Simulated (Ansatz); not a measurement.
**Al2Cu: one candidate of a structure search**

The task: take a trial cell of Al2Cu to zero force and stress.

Computed with Ansatz 0.2.0 (DFT PBE, scalar-relativistic, plane waves, PAW, unless a step's input says otherwise).

### Step 1. The starting structure

It takes space group Cmcm (No. 63, orthorhombic). The conventional cell has a = 8.331 Å, b = 4.810 Å, c = 4.394 Å, α = 90.00°, β = 90.00°, γ = 90.00°. Al (site symmetry m) has 7 Al at 2.72 to 2.78 Å and 5 Cu at 2.72 to 2.78 Å as nearest neighbours. Cu (site symmetry m2m) has 10 Al at 2.72 to 2.78 Å and 2 Cu at 2.72 Å as nearest neighbours.

Coordinates:

```
Al Cu
1.0
     4.16552   -2.40497    0.00000
     4.16552    2.40497    0.00000
     0.00000    0.00000    4.39378
Al Cu
4 2
Direct
  0.00000 0.33333 0.25000
  0.66667 0.00000 0.25000
  0.33333 0.00000 0.75000
  0.00000 0.66667 0.75000
  0.33333 0.66667 0.25000
  0.66667 0.33333 0.75000
```

The start is an ordering of an alloy on its end members' structure types: elements ordered on the sites of the Hf type, Cu/Al on Hf (Cmcm, No. 63).

### Step 2. A first look at the guess

input.yaml

```yaml
crystal:
  lattice:
    - [4.1655231, -2.40496588, 0.0]
    - [4.1655231, 2.40496588, 0.0]
    - [0.0, 0.0, 4.39377944]
  atoms:
    - { symbol: Al, position: [0.0, 0.33333333, 0.25] }
    - { symbol: Al, position: [0.66666667, 0.0, 0.25] }
    - { symbol: Al, position: [0.33333333, 0.0, 0.75] }
    - { symbol: Al, position: [0.0, 0.66666667, 0.75] }
    - { symbol: Cu, position: [0.33333333, 0.66666667, 0.25] }
    - { symbol: Cu, position: [0.66666667, 0.33333333, 0.75] }
basis:
  ecutwfc: 420
kpoints:
  mp_grid: { grid: [6, 6, 4] }
hamiltonian:
  xc: pbe
scf:
  occupations: { method: gaussian, width: 0.1 }
  lower_state_search: "off"
output:
  forces: true
  stress: true
  eigenvalues: true
```

The run is started by

```bash
$ ansatz run input.yaml --threads 1 --pin off --max-ram 2560MiB --backend cpu --events-out ev --progress --plain --runs-dir out
```

Log (excerpt; [...] marks lines left out):

```text
[...]
SCF converged after 6 iterations
Free energy (F): -15400.519834 eV
[...]
E sigma→0 (E₀):  -15400.516041 eV
Entropy (-TS):   -0.007587 eV (-1.265 meV/atom)
Fermi energy:    10.823318 eV
[...]
--- Forces (eV/Å), atoms counted from 1 ---
  atom   1  Al    -0.37027312     0.30212242     0.00000000
  atom   2  Al     0.37027312     0.30212242     0.00000000
  atom   3  Al    -0.37027312    -0.30212242     0.00000000
  atom   4  Al     0.37027312    -0.30212242     0.00000000
  atom   5  Cu     0.00000000    -0.07570638     0.00000000
  atom   6  Cu     0.00000000     0.07570638     0.00000000
[...]
--- Stress (GPa, compression-positive) ---
       -1.966956       0.000000       0.000000
        0.000000      -0.019496       0.000000
        0.000000       0.000000       3.596698
  P = ⅓ Tr σ = 0.5367 GPa (5.367 kbar)
--- Band table (eV; the first three rows and the last of 39) ---
[...]
```

It took 14 s on 1 thread of Intel Xeon at 2.50GHz (Skylake/Cascade Lake), shared host; peak memory 0.4 GiB.

From the probe: pressure 0.5 GPa, largest force 0.48 eV/Å, gap on this mesh none (metal). The coarse relaxation is skipped.

### Step 3. Full relaxation

Changes to input.yaml since step 2:

```diff
@@ -15,3 +15,3 @@
 kpoints:
-  mp_grid: { grid: [6, 6, 4] }
+  mp_grid: { grid: [12, 12, 8] }
 hamiltonian:
@@ -20,3 +20,2 @@
   occupations: { method: gaussian, width: 0.1 }
-  lower_state_search: "off"
 output:
@@ -25 +24,10 @@
   eigenvalues: true
+  write_density: true
+  write_potential: true
+  elf: true
+  volumetric_format: npy
+relax:
+  adjacent_minimum: "off"
+  f_tol: 0.01
+  max_steps: 80
+  cell: { stress_tol: 0.05 }
```

The run is started by

```bash
$ ansatz run input.yaml --threads 1 --pin off --max-ram 2560MiB --backend cpu --events-out ev --progress --plain --runs-dir out
```

Log:

```text
Warning: RAYON_NUM_THREADS=1 ignored (pool sized by the plan → 1); use --threads N
Engine: ansatz 0.2.0, x86_64-unknown-linux-gnu
Pseudopotentials: kind: paw
Pseudopotential: Al, paw, valence charge 3, recommended cutoff 420 eV (normal), Al.paw.azcp
Pseudopotential: Cu, paw, valence charge 19, recommended cutoff 420 eV (normal), Cu.paw.azcp
Functional definition: PBE
  parameter kappa = 0.804
  parameter beta = 0.06672455060314922
  exchange = pbe_x(kappa = kappa, mu = beta*pi^2/3)
  correlation = pbe_c(beta = beta)
Crystal: 6 atoms, lattice volume = 88.033 Å³
Basis set: ecut = 420 eV, 1707 PW (Γ), exchange–correlation on 72×72×60 points (8 copies of the dense FFT grid, shifted against one another)
Bands: 31, of which v1, the nominal top of the filled ones, is band 25 counted from 1 (24 counted from 0)
Symmetry: 8 space group operations
Space group: Cmcm (ITA 63), of the structure as read, at distance tolerance 4.4e-5 Å
k-points: 215 of 1152
Non-local potential: Al, projectors of the file, l = 0: 2, l = 1: 2, l = 2: 1
Non-local potential: Cu, projectors of the file, l = 0: 3, l = 1: 2, l = 2: 3, l = 3: 1
PAW form: soft (Blöchl's): semilocal exchange-correlation on the pseudo side does not see the compensation charge
PAW one-centre angular grid: Al, 110 points (default); XC on 64 Gauss nodes
PAW one-centre angular grid: Cu, 590 points (default); XC on 64 Gauss nodes
Initial density: superposition of atomic densities (neutral atoms: chi_scale 0, normalization atom), corrected by the library's trained network
Initial wavefunctions: pseudopotential atomic-orbital guess
Functional: x = pbe(κ = 0.804, μ = 0.2195149727645171), c = pbe(β = 0.06672455060314922)
SCF iter   1: F=—  HF=-15400.407664 eV  |F-HF|=—  |Δ(HF+E_count)|=         —  Δρ=3.81e-3  dr2=1.21e-2  ethr=1.77e-3  ⟨swp⟩=7.0  Hψ=31147  notcnv=0  defer=3
preconditioner: auto → Kerker (q_TF=auto, 2.483 Å⁻¹)  [metal: Δε(μ)=0.015 eV  Ē_g=6.641 eV  σ=0.100 eV  W_gap=0.08  n_scr=20 (ndim 8)  ℏωp=23.1 eV  f_vac=0.000  D(μ)=2.75/eV (n_scr^D=20)]
SCF iter   2: F=—  HF=-15400.406796 eV  |F-HF|=—  |Δ(HF+E_count)|=   8.68e-4  Δρ=1.29e-3  dr2=1.47e-3  ethr=2.41e-5  ⟨swp⟩=2.1  Hψ=11723  notcnv=0  defer=9
SCF iter   3: F=—  HF=-15400.406568 eV  |F-HF|=—  |Δ(HF+E_count)|=   2.28e-4  Δρ=8.02e-4  dr2=8.48e-4  ethr=2.94e-6  ⟨swp⟩=2.1  Hψ=9083  notcnv=0  defer=9
SCF iter   4: F=—  HF=-15400.406448 eV  |F-HF|=—  |Δ(HF+E_count)|=   1.21e-4  Δρ=1.22e-4  dr2=1.54e-5  ethr=1.70e-6  ⟨swp⟩=2.3  Hψ=9525  notcnv=0  defer=9
SCF iter   5: F=—  HF=-15400.406475 eV  |F-HF|=—  |Δ(HF+E_count)|=   2.74e-5  Δρ=7.88e-5  dr2=3.74e-6  ethr=3.09e-8  ⟨swp⟩=2.1  Hψ=9967  notcnv=0  defer=9
SCF iter   6: F=-15400.406474 eV  HF=-15400.406474 eV  |F-HF|=1.12e-8  |Δ(HF+E_count)|=   6.11e-7  Δρ=1.26e-5  dr2=7.75e-8  ethr=2.00e-10  ⟨swp⟩=9.3  Hψ=46346  notcnv=0
SCF 1 converged in 6 iterations: F = -15400.406474 eV  dr2 = 7.75e-8
relax step   1: F+E_penalty+E_count = -15400.40647431 eV  Δ(F+E_penalty+E_count) = +0.000e0 eV  max|allowed force component| = 4.254e-1 eV/Å  Δτ_max = 0.0000 Å  P = +0.761 GPa  Ω = 88.033 Å³  (6 SCF iters, dr2 threshold 1.00e-7 eV, accepted)
Crystal: 6 atoms, lattice volume = 88.456 Å³
Basis set: ecut = 420 eV, 1703 PW (Γ), exchange–correlation on 72×72×60 points (8 copies of the dense FFT grid, shifted against one another)
Initial density: handed on by an earlier stage of this run
Initial wavefunctions: those handed on with the density
iter 1 solved again at ethr=6.00e-5 eV; its pass at ethr=3.10e-3 eV (dr2=3.00e-2 eV) is discarded
SCF iter   1: F=—  HF=-15400.524456 eV  |F-HF|=—  |Δ(HF+E_count)|=         —  Δρ=3.85e-3  dr2=3.02e-2  ethr=6.00e-5  ⟨swp⟩=1.1  Hψ=34640  notcnv=0
preconditioner: auto → Kerker (q_TF=auto, 2.481 Å⁻¹)  [metal: Δε(μ)=0.003 eV  Ē_g=6.656 eV  σ=0.100 eV  W_gap=0.02  n_scr=20 (ndim 8)  ℏωp=23.0 eV  f_vac=0.000  D(μ)=2.48/eV (n_scr^D=20)]
SCF iter   2: F=—  HF=-15400.519198 eV  |F-HF|=—  |Δ(HF+E_count)|=   5.26e-3  Δρ=2.52e-3  dr2=1.33e-2  ethr=6.00e-5  ⟨swp⟩=1.0  Hψ=6665  notcnv=0
SCF iter   3: F=—  HF=-15400.515207 eV  |F-HF|=—  |Δ(HF+E_count)|=   3.99e-3  Δρ=4.41e-4  dr2=1.50e-4  ethr=2.67e-5  ⟨swp⟩=2.0  Hψ=9875  notcnv=0
SCF iter   4: F=—  HF=-15400.515219 eV  |F-HF|=—  |Δ(HF+E_count)|=   1.12e-5  Δρ=3.67e-4  dr2=6.21e-5  ethr=3.01e-7  ⟨swp⟩=2.5  Hψ=11937  notcnv=0
SCF iter   5: F=—  HF=-15400.515206 eV  |F-HF|=—  |Δ(HF+E_count)|=   1.29e-5  Δρ=1.12e-4  dr2=6.13e-6  ethr=1.24e-7  ⟨swp⟩=2.0  Hψ=8553  notcnv=0
SCF iter   6: F=-15400.515204 eV  HF=-15400.515204 eV  |F-HF|=2.53e-7  |Δ(HF+E_count)|=   1.42e-6  Δρ=1.70e-5  dr2=1.74e-7  ethr=1.20e-9  ⟨swp⟩=7.2  Hψ=45772  notcnv=0
the search or the solves at the SCF's close seem to have found levels that the self-consistency loop had missed (the run counts 2). By its estimate they hold under 1e-12 electrons; where the run keeps them, the occupations were computed again with them
SCF 2 converged in 6 iterations: F = -15400.515204 eV  dr2 = 1.74e-7
relax step   2: F+E_penalty+E_count = -15400.51520414 eV  Δ(F+E_penalty+E_count) = -1.087e-1 eV  max|allowed force component| = 1.671e-1 eV/Å  Δτ_max = 0.0594 Å  P = +0.056 GPa  Ω = 88.456 Å³  energy of the carried Pulay correction = -1.960e-4 eV  (6 SCF iters, dr2 threshold 6.00e-7 eV, accepted)
Crystal: 6 atoms, lattice volume = 88.089 Å³
Basis set: ecut = 420 eV, 1701 PW (Γ), exchange–correlation on 72×72×60 points (8 copies of the dense FFT grid, shifted against one another)
iter 1 solved again at ethr=3.35e-5 eV; its pass at ethr=3.10e-3 eV (dr2=1.68e-2 eV) is discarded
SCF iter   1: F=—  HF=-15400.550050 eV  |F-HF|=—  |Δ(HF+E_count)|=         —  Δρ=4.11e-3  dr2=1.69e-2  ethr=3.35e-5  ⟨swp⟩=2.0  Hψ=35566  notcnv=0
preconditioner: auto → Kerker (q_TF=auto, 2.483 Å⁻¹)  [metal: Δε(μ)=0.003 eV  Ē_g=6.672 eV  σ=0.100 eV  W_gap=0.02  n_scr=20 (ndim 8)  ℏωp=23.1 eV  f_vac=0.000  D(μ)=2.49/eV (n_scr^D=20)]
SCF iter   2: F=—  HF=-15400.546379 eV  |F-HF|=—  |Δ(HF+E_count)|=   3.67e-3  Δρ=2.10e-3  dr2=5.80e-3  ethr=3.35e-5  ⟨swp⟩=1.0  Hψ=6672  notcnv=0
SCF iter   3: F=—  HF=-15400.544814 eV  |F-HF|=—  |Δ(HF+E_count)|=   1.56e-3  Δρ=1.50e-3  dr2=1.29e-3  ethr=1.16e-5  ⟨swp⟩=2.0  Hψ=9787  notcnv=0
SCF iter   4: F=—  HF=-15400.544439 eV  |F-HF|=—  |Δ(HF+E_count)|=   3.75e-4  Δρ=2.85e-4  dr2=5.85e-5  ethr=2.59e-6  ⟨swp⟩=2.1  Hψ=10056  notcnv=0
SCF iter   5: F=—  HF=-15400.544511 eV  |F-HF|=—  |Δ(HF+E_count)|=   7.15e-5  Δρ=4.11e-5  dr2=2.14e-6  ethr=1.17e-7  ⟨swp⟩=1.5  Hψ=7311  notcnv=0
SCF iter   6: F=-15400.544511 eV  HF=-15400.544511 eV  |F-HF|=4.87e-9  |Δ(HF+E_count)|=   2.97e-7  Δρ=1.45e-5  dr2=1.39e-7  ethr=1.20e-9  ⟨swp⟩=10.5  Hψ=53787  notcnv=0
SCF 3 converged in 6 iterations: F = -15400.544511 eV  dr2 = 1.39e-7
  Residual-converged pass: ⟨swp⟩=1.0  Hψ=7531  notcnv=0  max |occ|·‖R‖ = 7.1e-9 eV (tolerance 1.0e-8 eV)  dr2=1.39e-7  dr2_onsite=3.47e-7  max |Δocc| = 2.0e-10
relax step   3: F+E_penalty+E_count = -15400.54451125 eV  Δ(F+E_penalty+E_count) = -2.931e-2 eV  max|allowed force component| = 6.282e-2 eV/Å  Δτ_max = 0.0493 Å  P = +0.534 GPa  Ω = 88.089 Å³  energy of the carried Pulay correction = -2.599e-5 eV  (6 SCF iters, dr2 threshold 6.00e-7 eV, accepted)
[... 12 lines left out ...]
relax step   4: F+E_penalty+E_count = -15400.54825064 eV  Δ(F+E_penalty+E_count) = -3.739e-3 eV  max|allowed force component| = 2.618e-2 eV/Å  Δτ_max = 0.0167 Å  P = -0.276 GPa  Ω = 88.822 Å³  energy of the carried Pulay correction = -3.644e-4 eV  (6 SCF iters, dr2 threshold 6.00e-7 eV, accepted)
[... 12 lines left out ...]
relax step   5: F+E_penalty+E_count = -15400.54902942 eV  Δ(F+E_penalty+E_count) = -7.788e-4 eV  max|allowed force component| = 9.552e-3 eV/Å  Δτ_max = 0.0120 Å  P = +0.052 GPa  Ω = 88.507 Å³  energy of the carried Pulay correction = -2.193e-4 eV  (6 SCF iters, dr2 threshold 4.78e-7 eV, accepted)
[... 10 lines left out ...]
relax step   6: F+E_penalty+E_count = -15400.54911721 eV  Δ(F+E_penalty+E_count) = -8.780e-5 eV  max|allowed force component| = 4.315e-3 eV/Å  Δτ_max = 0.0039 Å  P = -0.020 GPa  Ω = 88.586 Å³  energy of the carried Pulay correction = -2.559e-4 eV  (6 SCF iters, dr2 threshold 1.41e-8 eV, accepted)
Basis set: ecut = 420 eV, 1717 PW (Γ), exchange–correlation on 64×64×64 points (8 copies of the dense FFT grid, shifted against one another)
Initial wavefunctions: pseudopotential atomic-orbital guess (no wavefunctions were taken with the density)
iter 1 solved again at ethr=3.74e-7 eV; its pass at ethr=3.10e-3 eV (dr2=1.87e-4 eV) is discarded
SCF iter   1: F=—  HF=-15400.549280 eV  |F-HF|=—  |Δ(HF+E_count)|=         —  Δρ=4.62e-4  dr2=4.31e-6  ethr=3.74e-7  ⟨swp⟩=2.6  Hψ=43903  notcnv=0
preconditioner: auto → Kerker (q_TF=auto, 2.480 Å⁻¹)  [metal: Δε(μ)=0.004 eV  Ē_g=6.654 eV  σ=0.100 eV  W_gap=0.02  n_scr=20 (ndim 8)  ℏωp=23.0 eV  f_vac=0.000  D(μ)=2.40/eV (n_scr^D=20)]
SCF iter   2: F=—  HF=-15400.549685 eV  |F-HF|=—  |Δ(HF+E_count)|=   4.05e-4  Δρ=2.36e-4  dr2=1.44e-6  ethr=8.62e-9  ⟨swp⟩=2.1  Hψ=10695  notcnv=0
SCF iter   3: F=—  HF=-15400.549794 eV  |F-HF|=—  |Δ(HF+E_count)|=   1.09e-4  Δρ=2.55e-5  dr2=2.48e-7  ethr=2.88e-9  ⟨swp⟩=2.6  Hψ=10024  notcnv=0
SCF iter   4: F=—  HF=-15400.549794 eV  |F-HF|=—  |Δ(HF+E_count)|=   1.94e-7  Δρ=1.37e-6  dr2=1.08e-9  ethr=4.95e-10  ⟨swp⟩=2.0  Hψ=9558  notcnv=0
SCF iter   5: F=—  HF=-15400.549794 eV  |F-HF|=—  |Δ(HF+E_count)|=  9.64e-10  Δρ=1.55e-6  dr2=4.74e-10  ethr=2.15e-12  ⟨swp⟩=2.0  Hψ=12079  notcnv=0
SCF iter   6: F=—  HF=-15400.549794 eV  |F-HF|=—  |Δ(HF+E_count)|=   3.03e-9  Δρ=4.05e-7  dr2=8.61e-11  ethr=1.00e-12  ⟨swp⟩=2.0  Hψ=11716  notcnv=0
SCF iter   7: F=-15400.549794 eV  HF=-15400.549794 eV  |F-HF|=1.82e-12  |Δ(HF+E_count)|=  5.46e-11  Δρ=7.08e-8  dr2=6.88e-12  ethr=1.00e-12  ⟨swp⟩=5.1  Hψ=26631  notcnv=0
SCF 7 converged in 7 iterations: F = -15400.549794 eV  dr2 = 6.88e-12
relax step   7: F+E_penalty+E_count = -15400.54979390 eV  Δ(F+E_penalty+E_count) = -6.767e-4 eV  max|allowed force component| = 4.258e-3 eV/Å  Δτ_max = 0.0000 Å  P = -0.008 GPa  Ω = 88.586 Å³  stress off target by 4.25e-2 GPa  SCF on the basis re-selected at this cell (its energy is not comparable with the rows above)  (7 SCF iters)
basis re-selected at this cell: Δ(F+E_penalty+E_count) = -6.767e-4 eV, ΔP = +0.011 GPa vs the last step (what re-selecting the basis moved, of the pressure what is left beyond the Pulay correction that the steps carried, after the strain that the cell walked since its last selection, with what the two solves' SCF thresholds leave and, on support functions, any second-order correction that the steps lacked; it is no measure of the basis error at this ecutwfc). The dense FFT grid was sized anew with the basis: this SCF ran on 32×32×32 points, the steps before it on 36×36×30, so part of this shift can come from that change (see relax.cell in the input reference). This SCF's stress stands 4.25e-2 GPa from its target on what of the cell is left free (relax.cell.stress_tol is 5.00e-2 GPa) and its largest allowed force component is 4.26e-3 eV/Å (relax.f_tol is 1.00e-2 eV/Å): within both
SCF converged after 7 iterations
Free energy (F): -15400.549794 eV
Harris-Foulkes:  -15400.549794 eV  (|F-HF|=1.82e-12)
Internal energy: -15400.537769 eV  (E = F + TS)
E sigma→0 (E₀):  -15400.543781 eV
Entropy (-TS):   -0.012025 eV (-2.004 meV/atom)
Fermi energy:    10.721872 eV
--- Per-component energies (eV) ---
  E_band       = -908.062372
  E_kinetic    = 691.032630
  E_local      = -11788.461031  (includes V_loc(G=0)·N_el)
  E_nonlocal   = 818.336165
  E_hartree    = 5316.808112
  E_xc         = -338.520656
  E_vxc        = -347.570754  (∫ρ·V_xc dr)
  E_paw        = -5193.316851  (= ΣΔE_a)
  E_vpaw       = -915.016206  (= ΣTr[D̂ρ^β])
  E_aug_tail   = 0.000556  (compensation charges beyond the density's cutoff)
  E_ewald      = -4906.416695
  E_smearing   = -0.012025  (= −TS)
  E_closure    = 0.000000  (closes the sum)
  Σ components = -15400.549794   (vs F -15400.549794, Δ=0.00e0)
--- Forces (eV/Å), atoms counted from 1 ---
  atom   1  Al     0.00375591     0.00258542     0.00000000
  atom   2  Al    -0.00375591     0.00258542     0.00000000
  atom   3  Al     0.00375591    -0.00258542     0.00000000
  atom   4  Al    -0.00375591    -0.00258542     0.00000000
  atom   5  Cu     0.00000000    -0.00425790     0.00000000
  atom   6  Cu     0.00000000     0.00425790     0.00000000
  max |Σ_I F_I| component: 0.00e0 eV/Å
--- Stress (GPa, compression-positive) ---
       -0.007254       0.000000       0.000000
        0.000000      -0.042455       0.000000
        0.000000       0.000000       0.024654
  P = ⅓ Tr σ = -0.0084 GPa (-0.084 kbar)
--- Band table (eV; the first three rows and the last of 215) ---
  k-point 0: bands = ["-102.7311", "-102.7300", "-60.1158", "-60.1107", "-60.0994", "-60.0980", "-60.0815", "-60.0704", "-0.3972", "5.0687", "5.8228", "5.9895", "6.3848", "6.6223", "6.7330", "6.7551", "6.7607", "7.1295", "7.2132", "7.4477", "8.3447", "8.7204", "8.7941", "9.1163", "9.3987", "9.5976", "10.0606", "14.1782", "14.4078", "14.5276", "14.6135"]
  k-point 1: bands = ["-102.7310", "-102.7300", "-60.1156", "-60.1110", "-60.0993", "-60.0981", "-60.0809", "-60.0708", "-0.2856", "4.5178", "5.8819", "6.0279", "6.1515", "6.5520", "6.7026", "6.8346", "7.0339", "7.0701", "7.1381", "7.4921", "8.5229", "8.8680", "9.2205", "9.4142", "9.4585", "9.6229", "10.1201", "13.1742", "13.4325", "13.6676", "14.2345"]
  k-point 2: bands = ["-102.7309", "-102.7302", "-60.1152", "-60.1118", "-60.0992", "-60.0982", "-60.0795", "-60.0718", "0.0479", "3.4106", "6.0435", "6.1274", "6.1443", "6.4630", "6.7905", "6.8636", "6.9181", "7.0103", "7.1229", "7.5104", "8.9483", "9.0989", "9.5145", "9.6514", "9.7189", "10.0451", "11.1796", "12.0208", "12.3222", "12.5495", "13.0966"]
  k-point 214: bands = ["-102.7305", "-102.7305", "-60.1137", "-60.1137", "-60.0987", "-60.0987", "-60.0755", "-60.0755", "3.1162", "3.1162", "3.6940", "3.6940", "6.3421", "6.3421", "6.8432", "6.8432", "6.8733", "6.8733", "7.1179", "7.1179", "7.4453", "7.4453", "8.0118", "8.0118", "9.8764", "9.8764", "15.6379", "15.6379", "16.2438", "16.2438", "16.3577"]
--- Relaxed structure (6 steps of the walk, 6 accepted, 1 SCFs on fresh bases) ---
  F+E_penalty+E_count = -15400.54979390 eV   max|allowed force component| = 4.258e-3 eV/Å   (the final SCF, on the basis selected at the relaxed cell)
  cell:  # Å, volume = 88.5863 Å³
    - [4.140954819136665, -2.3382460366535165, 0.0]
    - [4.140954819136665, 2.3382460366535165, 0.0]
    - [0.0, 0.0, 4.574521119926577]
  atoms:
    - { symbol: Al, position: [-0.026246637026827058, 0.3484634304930725, 0.25] }
    - { symbol: Al, position: [0.6515365695069275, 0.026246637026827058, 0.25] }
    - { symbol: Al, position: [0.3484634304930725, -0.026246637026827058, 0.7500000000000001] }
    - { symbol: Al, position: [0.026246637026827058, 0.6515365695069275, 0.7500000000000001] }
    - { symbol: Cu, position: [0.3249600392474757, 0.6750399607525244, 0.25] }
    - { symbol: Cu, position: [0.6750399607525244, 0.3249600392474757, 0.7500000000000001] }
```

It took 10 min on 1 thread of Intel Xeon at 2.50GHz (Skylake/Cascade Lake), shared host; peak memory 0.71 GiB.

Step by step:

```csv
step,energy from step 1 (eV/cell),largest force component (eV/Å),pressure (GPa),volume (Å³)
1,0.0000,0.4254,0.76,88.03
2,-0.1087,0.1671,0.06,88.46
3,-0.1380,0.0628,0.53,88.09
4,-0.1418,0.0262,-0.28,88.82
5,-0.1426,0.0096,0.05,88.51
6,-0.1426,0.0043,-0.02,88.59
7,-0.1433,0.0043,-0.01,88.59
```

Step 1 is the start. Step 7 repeats the geometry before it on a plane-wave basis chosen anew for that cell, so its energy need not be comparable with the rows above.

Lengths and angles in the start's conventional setting:

|  | before | after | change |
| --- | --- | --- | --- |
| a (Å) | 8.331 | 8.282 | -0.6 % |
| b (Å) | 4.810 | 4.676 | -2.8 % |
| c (Å) | 4.394 | 4.575 | +4.1 % |
| volume (Å³/atom) | 14.67 | 14.76 | +0.6 % |
| shortest distance (Å) | 2.720 | 2.642 | -2.8 % |
| space group (0.01 Å) | Cmcm | Cmcm | same |

Forces and stress were held to the start's 8 operations: a distortion of lower symmetry was not tested.

The maps below are laid out on this run's own conventional cell (a, b, c = 8.282, 4.676, 4.575 Å).

Density in a lattice plane of the grid's cell (edges 8.28 and 4.68 Å, at 0.250 of the third edge), which holds Al and Cu.

Ten even steps from '0' (0.07 e/Å³) to '9' (67.25 e/Å³):
```
000000000000000000000000
000000000000000000000000
310000000000000000000001
930000000000000000000003
100000000000000000000000
000000000000000000000000
000000000000000000000000
000000000000000000000000
000000000001310000000000
000000000003930000000000
000000000000100000000000
000000000000000000000000
```
Columns run along the first of these edges and rows up along the second, over one cell in 24 and 12 even steps from the bottom left corner. Atoms in the plane (fractional): Al at (0.16, 0.19), Al at (0.66, 0.69), Al at (0.34, 0.69), Al at (0.84, 0.19), Cu at (0.00, 0.68), Cu at (0.50, 0.18).

ELF in the same plane.

Values, 6 rows by 12 columns:
```
0.20 0.18 0.51 0.65 0.21 0.60 0.59 0.60 0.21 0.65 0.51 0.18
0.92 0.23 0.40 0.35 0.30 0.22 0.67 0.22 0.30 0.35 0.40 0.23
0.18 0.22 0.45 0.64 0.59 0.58 0.43 0.58 0.59 0.64 0.45 0.22
0.59 0.60 0.21 0.65 0.51 0.18 0.20 0.18 0.51 0.65 0.21 0.60
0.67 0.22 0.30 0.35 0.40 0.23 0.92 0.23 0.40 0.35 0.30 0.22
0.43 0.58 0.59 0.64 0.45 0.22 0.18 0.22 0.45 0.64 0.59 0.58
```
Columns run along the first of these edges and rows up along the second, over one cell in 12 and 6 even steps from the bottom left corner. Atoms in the plane (fractional): Al at (0.16, 0.19), Al at (0.66, 0.69), Al at (0.34, 0.69), Al at (0.84, 0.19), Cu at (0.00, 0.68), Cu at (0.50, 0.18).

Both are smooth fields of the valence electrons: close to the nuclei they are not physical.

The highest ELF values outside the cores: 0.70 on the Al–Al line, 1.2 Å from Al; 0.57 on the Al–Cu line, 1.0 Å from Al.

### Step 4. Results

```
                              quantity                                                                      value
symmetry at the end (tolerance 0.05 Å)                                                  space group Cmcm (No. 63)
                     conventional cell  a = 8.282 Å, b = 4.676 Å, c = 4.575 Å, α = 90.00°, β = 90.00°, γ = 90.00°
                                volume                                                              14.76 Å³/atom
              energy over the elements                                                              -0.03 eV/atom
                       gap on the mesh                                                               none (metal)
```

**Reading.** The space group Cmcm (No. 63) is kept, and the volume per atom grows by 0.6 % from the first guess. The formation energy of this structure is too near zero to say whether it is bound against the elements. No finished test with a distortion of lower symmetry is shown, so the end may be a saddle point.
